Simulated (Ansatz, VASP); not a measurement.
This is a calculation of Ge for Ansatz 0.2.0.

File input.yaml:

```yaml
crystal:
  lattice:
    - [-1.60842, 1.60842, 1.87318]
    - [1.60842, -1.60842, 1.87318]
    - [1.60842, 1.60842, -1.87318]
  atoms:
    - { symbol: Ge, position: [0.5, 0.5, 0.0] }
hamiltonian:
  xc: rpbe
  pseudopotentials: { kind: paw }
  dispersion: d3bj
kpoints:
  mp_grid: { grid: [12, 12, 12] }
scf:
  occupations: { method: fermi_dirac, width: 0.05 }
output:
  forces: true
  stress: true
  eigenvalues: true
relax:
  f_tol: 0.01
  max_steps: 40
  cell: { stress_tol: 0.05 }
```

Potentials or basis: Ansatz PAW.

Command:

```bash
$ ansatz run input.yaml --threads 2 --pin off --max-ram 5632MiB --backend cpu --events-out ev --progress --plain --runs-dir out
```

**Question.** Set up the same calculation for VASP 6.6.1. Potentials there: VASP PAW PBE potentials, release 64 (Ge_d).

**Answer.** As run (the cutoff follows the program's own potentials):

File INCAR:

```
SYSTEM = Ge
PREC = Accurate
ENCUT = 600
EDIFF = 1E-6
ISMEAR = -1
SIGMA = 0.05
LREAL = .FALSE.
LASPH = .TRUE.
NELM = 60
ALGO = Normal
ISIF = 3
LWAVE = .FALSE.
LCHARG = .FALSE.
GGA = RP
IVDW = 12
IBRION = 2
NSW = 60
EDIFFG = -0.01
```

The input KPOINTS:

```
regular mesh
0
G
  12 12 12
  0 0 0
```

File POSCAR:

```
Ge
1.0
   -1.6084200000      1.6084200000      1.8731800000
    1.6084200000     -1.6084200000      1.8731800000
    1.6084200000      1.6084200000     -1.8731800000
Ge
1
Direct
    0.5000000000      0.5000000000      0.0000000000
```

Potentials or basis: VASP PAW PBE potentials, release 64 (Ge_d).

Command:

```console
$ cat potpaw_PBE.64/Ge_d/POTCAR > POTCAR
$ mpirun -np 1 vasp_std > vasp.out
```

Both were run:

|  | VASP | Ansatz | Ansatz less VASP |
| --- | --- | --- | --- |
| gap on the k mesh at the Fermi level, each at its own relaxed structure (eV) | none | none | - |
| relaxed volume (Å³/atom) | 15.50 | 15.26 | -0.238 |
| relaxed cell length with the largest relative difference (Å) | 2.756 | 2.707 | -0.0490 |
| energy change over the relaxation (meV/atom) | -265 | -298 | -33.5 |

A gap of «none» marks a metal or a gap that the smearing closes.

Caveats: the volume moved by over 15 % at a fixed basis, so the end points are rough; pairwise dispersion overbinds metals, which lowers pressure and volume; the PAW data sets were made with another functional, which shifts forces and pressure a little (VASP); the plane-wave basis is chosen anew once the cell has moved, so the energies of steps on either side of that aren't comparable (Ansatz); the PAW data sets come from PBE, with cores solved anew for the run's functional, which leaves a small shift of forces and pressure (Ansatz).
